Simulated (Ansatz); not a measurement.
Crystal: Fe.

```
Fe
1.0
    -1.44300    1.44300    1.44300
     1.44300   -1.44300    1.44300
     1.44300    1.44300   -1.44300
Fe
1
Direct
  0.00000 0.00000 0.00000
```

Base run:

| Quantity | Value |
| --- | --- |
| Program | Ansatz 0.2.0 |
| Functional | RPBE |
| Potentials or basis | Ansatz PAW |
| Cutoff | 420 eV |
| Density cutoff | 1680 eV |
| k mesh | 13 × 13 × 13 |
| Occupations | fermi-dirac, width 0.05 eV |
| Spin | collinear spin, ferromagnetic start |
| Starting moments | [3.0] μB |

Its results: band gap on the k mesh none (metal or under the smearing width); pressure -3.4 GPa; net moment 2.30 μB per cell; site moments Fe +2.37 μB.

Task: The run is repeated on the same cell with these changes: functional from RPBE to BLYP. What comes out?

Result: Band gap on the k mesh none (metal or under the smearing width); pressure -2.6 GPa; net moment 2.20 μB per cell; site moments Fe +2.25 μB.

Caveats: the potentials were made for another functional, which shifts forces and pressure; the PAW data sets come from PBE, with cores solved anew for the run's functional, which leaves a small shift of forces and pressure.

Not every run made on this cell is shown here.
